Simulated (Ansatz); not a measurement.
input.yaml

```yaml
crystal:
  lattice:
    - [-1.5720445048, 1.5720445048, 1.5720445048]
    - [1.5720445048, -1.5720445048, 1.5720445048]
    - [1.5720445048, 1.5720445048, -1.5720445048]
  atoms:
    - { symbol: Al, position: [0.0, 0.0, 0.0] }
basis:
  ecutwfc: 500
kpoints:
  mp_grid: { grid: [18, 18, 18] }
hamiltonian:
  xc: r2scan
scf:
  occupations: { method: gaussian, width: 0.1 }
output:
  forces: true
  stress: true
  eigenvalues: true
  write_density: true
  write_potential: true
  elf: true
  volumetric_format: npy
```

Launched with
```bash
ansatz run input.yaml --threads 1 --pin off --max-ram 1331MiB --backend cpu --events-out ev --progress --plain --runs-dir out
```

All numbers below come from Ansatz, DFT r2SCAN, scalar-relativistic, plane waves, PAW.

Part of what the program printed, abridged (final results; tables in files aren't shown):

```
SCF 1 converged in 6 iterations: F = -540.291553 eV  dr2 = 3.76e-8
SCF converged after 6 iterations
Free energy (F): -540.291553 eV
Harris-Foulkes:  -540.291553 eV  (|F-HF|=4.07e-9)
Internal energy: -540.289366 eV  (E = F + TS)
E sigma→0 (E₀):  -540.290460 eV
Entropy (-TS):   -0.002188 eV (-2.188 meV/atom)
Fermi energy:    8.665308 eV
--- Per-component energies (eV) ---
  E_band       = 11.246510
  E_kinetic    = 23.846410
  E_local      = 11.252287  (includes V_loc(G=0)·N_el)
  E_nonlocal   = 9.813855
  E_hartree    = 0.097362
  E_xc         = -37.077345
  E_vxc        = -31.646346  (∫ρ·V_xc dr)
  E_paw        = -473.158694  (= ΣΔE_a)
  E_vpaw       = -3.460181  (= ΣTr[D̂ρ^β])
  E_aug_tail   = -0.000001  (compensation charges beyond the density's cutoff)
  E_vtau       = 1.245735  (kinetic-family band-sum trace: ∫τ·v_τ [+ j·A + Jᵃ·Aᵃ] dr)
  E_ewald      = -75.003132
  E_core_change = -0.060108  (= ΣΔE_core)
  E_smearing   = -0.002188  (= −TS)
--- Forces (eV/Å), atoms counted from 1 ---
  atom   1  Al     0.00000000     0.00000000     0.00000000
--- Stress (GPa, compression-positive) ---
        3.762243       0.000000       0.000000
        0.000000       3.762243       0.000000
        0.000000       0.000000       3.762243
  P = ⅓ Tr σ = 3.7622 GPa (37.622 kbar)
--- Band table (eV; the first three rows and the last of 195) ---
  k-point 0: bands = ["-3.6634", "22.9817", "22.9817", "22.9817", "25.5216", "25.5216"]
  k-point 1: bands = ["-3.5654", "21.8885", "22.4451", "22.5668", "24.8298", "25.4098"]
  k-point 2: bands = ["-3.2716", "19.5956", "21.5043", "21.6541", "23.7509", "24.6340"]
  k-point 194: bands = ["10.7446", "10.7446", "10.7446", "11.4927", "11.4927", "15.8932"]
```

The run converged.